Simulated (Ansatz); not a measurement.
# Formation energy and levels of the substitutional impurity Ge_La in La2O3 (P-3m1)

Charge states of Ge_La in La2O3 (P-3m1), set against the band edges. Model: a cell of 40 host atoms with 1 La taken out and 1 Ge put in.

Main program and level: Ansatz 0.2.0; place-levels on PBEsol runs: charge-transition levels and formation energies with image-charge correction and potential alignment at the atomic sites.

## 1. The starting structure

The cell holds 40 atoms: 15 La, 24 O and 1 Ge. Cell: a = 7.812 Å, b = 7.812 Å, c = 12.083 Å, α = 90.0°, β = 90.0°, γ = 120.0°. It derives from La2O3 (space group P-3m1). Nearest the centre at fractional (0.333, 0.667, 0.377): Ge11 at 0.00 Å, O34 at 2.35 Å, O4 at 2.35 Å, O14 at 2.35 Å, O13 at 2.42 Å, O40 at 2.70 Å, O30 at 2.70 Å, O20 at 2.70 Å.

Coordinates:

```xyz
40
Lattice="7.8117 0.0000 0.0000 -3.9059 6.7651 0.0000 0.0000 0.0000 12.0827" Properties=species:S:1:pos:R:3 pbc="T T T"
La    1.9529    1.1275    4.5588
La    0.0000    2.2550    1.4825
O     1.9529    1.1275    2.1388
O     0.0000    2.2550    3.9025
O     0.0000    0.0000    0.0000
La    1.9529    1.1275   10.6002
La    0.0000    2.2550    7.5239
O     1.9529    1.1275    8.1801
O     0.0000    2.2550    9.9439
O     0.0000    0.0000    6.0413
Ge    0.0000    4.5101    4.5588
La   -1.9529    5.6376    1.4825
O     0.0000    4.5101    2.1388
O    -1.9529    5.6376    3.9025
O    -1.9529    3.3826    0.0000
La    0.0000    4.5101   10.6002
La   -1.9529    5.6376    7.5239
O     0.0000    4.5101    8.1801
O    -1.9529    5.6376    9.9439
O    -1.9529    3.3826    6.0413
La    5.8588    1.1275    4.5588
La    3.9059    2.2550    1.4825
O     5.8588    1.1275    2.1388
O     3.9059    2.2550    3.9025
O     3.9059    0.0000    0.0000
La    5.8588    1.1275   10.6002
La    3.9059    2.2550    7.5239
O     5.8588    1.1275    8.1801
O     3.9059    2.2550    9.9439
O     3.9059    0.0000    6.0413
La    3.9059    4.5101    4.5588
La    1.9529    5.6376    1.4825
O     3.9059    4.5101    2.1388
O     1.9529    5.6376    3.9025
O     1.9529    3.3826    0.0000
La    3.9059    4.5101   10.6002
La    1.9529    5.6376    7.5239
O     3.9059    4.5101    8.1801
O     1.9529    5.6376    9.9439
O     1.9529    3.3826    6.0413
```

Screening for the image-charge correction: ε∞ = (4.91, 4.91, 4.84), ε0 = (26.37, 26.37, 27.13), computed on the host (DFPT, PBEsol).

The cell's shortest repeat is 7.8 Å.

## 2. What was run first

A transition level is the Fermi level at which two charge states cost the same, so each charge needs its own total energy, at its own relaxed structure.

Each atom starts 0.05 Å or so off its site in a random direction: a symmetric start keeps its symmetry, and would miss off-centre moves and Jahn–Teller distortions. Forces are taken at one point at (¼, ¼, ¼). The cell holds 1 electron fewer than the neutral one, with a uniform background that keeps it neutral on the whole.

One state's input; the others differ in charge, spin, start and seed, and in occupations where the table says so.

Input file qp1.relax/input.yaml:

```yaml
crystal:
  lattice:
    - [3.90585859, -3.0e-08, 0.0]
    - [-1.95292927, 3.38257278, 0.0]
    - [0.0, 0.0, 6.04134098]
  atoms:
    - { symbol: La, position: [0.66666667, 0.33333333, 0.75460243] }
    - { symbol: La, position: [0.33333333, 0.66666667, 0.24539757] }
    - { symbol: O, position: [0.66666667, 0.33333333, 0.35402868] }
    - { symbol: O, position: [0.33333333, 0.66666667, 0.64597132] }
    - { symbol: O, position: [0.0, 0.0, 0.0] }
  supercell: [2, 2, 2]
  defects: [{ substitution: { at: 10, symbol: Ge } }]
total_charge: 1
basis:
  ecutwfc: 420
  xc_grid: 2
hamiltonian:
  xc: pbesol
kpoints:
  mp_grid: { grid: [1, 1, 1], shift: [0.25, 0.25, 0.25] }
scf:
  occupations: { method: fixed }
  max_iter: 100
output:
  forces: true
  charged_corrections:
    epsilon: [4.91, 4.91, 4.84]
    static_epsilon: [26.37, 26.37, 27.13]
relax:
  f_tol: 0.02
  max_steps: 80
  random_displacement: { amplitude: 0.05, seed: 503 }
checkpoint:
  write: "../qp1.relax.run"
  compress: false
  write_wavefunctions: true
  write_every: 100000
```

Run with:

```sh
$ ansatz run input.yaml --threads 2 --pin off --max-ram 3768MiB --backend cpu --events-out ev --progress --plain --runs-dir out
```

The run of this state that the levels use, under PBEsol:

Input file qp1.point/input.yaml:

```yaml
crystal:
  checkpoint: "../qp1.relax.run"
  host: checkpoint
total_charge: 1
basis:
  ecutwfc: 420
  xc_grid: 2
hamiltonian:
  xc: pbesol
kpoints:
  mp_grid: { grid: [1, 1, 1], shift: [0.25, 0.25, 0.25] }
scf:
  occupations: { method: fixed }
  max_iter: 100
output:
  forces: true
  eigenvalues: true
  charged_corrections:
    epsilon: [4.91, 4.91, 4.84]
    static_epsilon: [26.37, 26.37, 27.13]
    defect_position: [0.333333, 0.666667, 0.376882]
  eigenstates: { localisation: true }
  populations: true
  band_densities: [{ bands: [v1, v1] }, { bands: [c1, c1] }]
  write_density: true
  write_potential: true
  volumetric_format: npy
  elf: true
checkpoint:
  read: "../qp1.relax.run"
  write: "../qp1.point.run"
  compress: false
  write_wavefunctions: false
  write_every: 100000
```

Relaxations under PBEsol at one point at (¼, ¼, ¼); times on 2 threads of Arm Neoverse V1, shared host:

| charge | moment (μB) | occupations | outcome | steps | largest displacement against the far atoms (Å) | time |
| --- | --- | --- | --- | --- | --- | --- |
| 0 | 1 | fixed | converged | 14 | 0.44 | 7 min |
| +1 | 0 | fixed | converged | 13 | 0.67 | 3 min |

Single points under PBEsol at one point at (¼, ¼, ¼); times on 2 threads of Arm Neoverse V1, shared host:

| charge | moment (μB) | occupations | outcome | time |
| --- | --- | --- | --- | --- |
| 0 | 1 | fixed | converged | 44 s |
| +1 | 0 | fixed | converged | 17 s |

Distances (Å) from Ge11 to the nearest atoms after relaxation with PBEsol:

| charge | moment (μB) | 1. | 2. | 3. | 4. | 5. | 6. |
| --- | --- | --- | --- | --- | --- | --- | --- |
| 0 | 1 | O 1.91 | O 1.94 | O 1.94 | O 1.97 | O 3.25 | O 3.26 |
| +1 | 0 | O 1.78 | O 1.78 | O 1.79 | O 1.83 | La 3.37 | La 3.37 |

## 3. Levels against the band edges, PBEsol

A charged cell interacts with its images and the background, and its potential has another zero than the host's. place-levels removes the first by a point-charge model, screened by the static dielectric constant since the ions have relaxed around the charge, and the second by comparing potentials at atoms far from the defect.

The host is a run of the defect-free crystal in the same cutoffs, grids and k-points, so that basis and sampling errors cancel in part in the differences. The host is run in a cell of 10 atoms on a matching mesh. Its band edges are searched through the zone by a band path, so the gap is smaller than, or equal to, that on the mesh. Chemical potentials are energies per atom of La (dhcp) and Ge (diamond), run with the same functional and cutoff.

Input file levels.point.yaml:

```yaml
host:
  run: host.point.run
states: [q0_M1.point.run, qp1.point.run]
geometry_from:
  q0_M1.point.run: q0_M1.relax.run
  qp1.point.run: qp1.relax.run
  host.point.run: host.relax.run
chemical_potentials:
  La:
    energy: -6161.276904
    dataset: "<sha256 of the dataset>"
  Ge:
    energy: -4253.496485
    dataset: <sha256 of the dataset>
```

Run with:

```sh
$ ansatz place-levels levels.point.yaml -- --threads 2 --pin off --max-ram 3768MiB
```

The program printed:

```text
(+1/0) 2.739 eV above the valence edge, 1.022 eV under the conduction edge
formation energy of charge +1: +3.537 eV with the Fermi level at the valence edge
formation energy of charge 0: +6.276 eV with the Fermi level at the valence edge
  edges by pbesol, gap 3.761 eV; the host is sampled to repeats of 13.53 Å
  the defect's cells are sampled to repeats of 13.53 Å, like sampling
  charge +1: -110217.0423 eV with its correction of -0.292 eV, at epsilon [26.37, 26.37, 27.13], aligned at sites: -0.3738 eV, mean over 25 atomic sites at or beyond 3.91 Å from the host's site at [0.3346, 0.6655, 0.3774] by the defect at [0.3333, 0.6667, [...]
  charge 0: +0.000 eV for its dipole among its images, -0.066 omitted
  of states[1] (qp1.point.run): how wide its charge is, is not read beside other atoms or cores, and a band state would take no correction. [...]
  of states[0] (q0_M1.point.run): the far atoms show a dipole or second moment of the defect's charge, for which the correction takes or leaves out 0.066 eV: further moments aren't read, and the relaxed atoms' own pattern can pass for one, so compare a larger [...]
```

It took 0.15 s on 2 threads of Arm Neoverse V1, shared host.

Levels between the charges placed, in eV above the valence top:

|  | gap (eV) | (+1/0) |
| --- | --- | --- |
| PBEsol | 3.76 | 2.74 |

Corrections by state:

| charge | moment (μB) | image terms and alignment (eV) | band filling (eV) | ε used | over the lowest of its charge, as the program ranks them, band filling apart (eV) |
| --- | --- | --- | --- | --- | --- |
| +1 | 0.0 | -0.292 | - | principal values (26.37, 26.37, 27.13) | 0.000 |
| 0 | 1.0 | 0.000 | - | - | 0.000 |

From the program's caveats on the states, each cut to its opening words:

- charge +1: how wide its charge is, is not read beside other atoms or cores, and a band state would take no correction
- charge +1: its alignment with the host at atomic sites is doubtful: the mean over the far sites moves by +0.0574 eV from their farther parts to their nearer, more than [...]
- charge +1: the far atoms show a dipole or second moment of the defect's charge, for which the correction takes or leaves out 0.064 eV: further moments aren't read, and [...]
- charge 0 (1 μB): the far atoms show a dipole or second moment of the defect's charge, for which the correction takes or leaves out 0.066 eV: further moments aren't read, and [...]
- charge 0 (1 μB): its displacements don't fall off away from the defect: farther atoms stand 0.055 Å off the host's places

The host's formation energy from the elements is -3.482 eV per atom; it sets how far the chemical potentials can move.

Limit set by the element alone; other compounds of these elements are not counted. Chemical potentials from the elements' reference states: La 0.00 eV, O -5.80 eV, Ge 0.00 eV. Formation energy by charge state (La-rich; gap 3.76 eV):

| charge | at valence top (eV) | at conduction bottom (eV) | correction included (eV) |
| --- | --- | --- | --- |
| +1 | 3.54 | 7.30 | -0.29 |
| 0 | 6.28 | 6.28 | 0.00 |

```
Fermi level (eV)  lowest formation energy (eV)
            0.00                          3.54
            0.34                          3.88
            0.68                          4.22
            1.02                          4.56
            1.37                          4.90
            1.71                          5.25
            2.05                          5.59
            2.39                          5.93
            2.74                          6.27
            3.08                          6.28
            3.42                          6.28
            3.76                          6.28
```

Limit set by the element alone; other compounds of these elements are not counted. Chemical potentials from the elements' reference states: O 0.00 eV, La -8.70 eV, Ge 0.00 eV. Formation energy by charge state (O-rich; gap 3.76 eV):

| charge | at valence top (eV) | at conduction bottom (eV) | correction included (eV) |
| --- | --- | --- | --- |
| +1 | -5.17 | -1.41 | -0.29 |
| 0 | -2.43 | -2.43 | 0.00 |

Fermi level (eV), lowest formation energy (eV) and a bar from the least value:
```
     0.00      -5.17 
     0.34      -4.83 ####
     0.68      -4.48 #######
     1.02      -4.14 ###########
     1.37      -3.80 ###############
     1.71      -3.46 ###################
     2.05      -3.11 ######################
     2.39      -2.77 ##########################
     2.74      -2.43 ##############################
     3.08      -2.43 ##############################
     3.42      -2.43 ##############################
     3.76      -2.43 ##############################
```

## 4. What a wrong or other choice does

The levels are placed again with one choice changed, to see how much they rest on it.

levels.try1.yaml is levels.point.yaml with these lines changed:

```diff
+epsilon: 1.0001
+static_epsilon: 1.0001
```

Run with:

```sh
$ ansatz place-levels levels.try1.yaml -- --threads 2 --pin off --max-ram 3768MiB
```

The program printed:

```text
(+1/0) 1.742 eV above the valence edge, 2.019 eV under the conduction edge
formation energy of charge +1: +4.534 eV with the Fermi level at the valence edge
formation energy of charge 0: +6.276 eV with the Fermi level at the valence edge
  edges by pbesol, gap 3.761 eV; the host is sampled to repeats of 13.53 Å
[... the lines on each state left out ...]
```

The change: no screening of the image charge.

Levels in eV above the valence top; the changed ones are not the defect's:

|  | gap (eV) | (+1/0) |
| --- | --- | --- |
| changed | 3.76 | 1.74 |
| as set up | 3.76 | 2.74 |

The largest shift is 1.00 eV.

## 5. Summary of results

```json
{
  "gap of the host": "3.76 eV (PBEsol)",
  "level (plus 1/0)": "2.74 eV above the valence top",
  "lowest of the charges placed, just above the valence top (0.02 eV)": "+1",
  "lowest of the charges placed, just below the conduction bottom (0.02 eV)": "0",
  "lowest formation energy at mid-gap of the charges run, La-rich": "5.42 eV",
  "lowest formation energy at mid-gap of the charges run, O-rich": "-3.29 eV"
}
```

In words: Of the charges placed (0 and +1), the lowest changes at 2.74 eV (+1/0) above the valence top, in a gap of 3.76 eV. Charges above +1 and below 0 were not placed, so these runs say nothing of levels that involve them. States placed: +1 at 0 μB; 0 at 1 μB. Other spin states or structures, where not listed, weren't placed. Ge is taken at its element; compounds, which aren't counted here, bound the chemical potentials and would shift these formation energies. The lowest formation energy (O-rich) is negative across the gap, so the defect would form by itself: these chemical potentials lie beyond what competing compounds allow, or the host is unstable against it. The program doubts the alignment of potentials for at least one state, a sign that the cell is small. Limits: one k-point off the zone centre stands for the whole zone; the images are only 7.8 Å apart; PBEsol makes the gap too small and tends to spread out bound carriers; where a gas molecule sets a chemical potential or the host's formation energy, its binding is uncorrected; spin–orbit coupling, which can matter with heavy atoms, is left out.

[Logs are printed without paths, hosts, clocks, repeated set-up lines and the standing remarks that a program may print on its own settings, such as how far it seeks lower states.]

[Hosts, paths, dates, database ids (printed as entryN), source tags and the programs' standing remarks are cut or masked in the printed files.]

[Where a table of states has a column of steps, it counts the stored structures, which are thinned; the runs took as many ionic steps or more.]

[A defect's name tells the site on which it was built; relaxed atoms can leave that site.]

[For some hosts the program warned that the k-mesh of the response run may be too coarse for force constants and the static dielectric constant; such warnings are not shown here.]
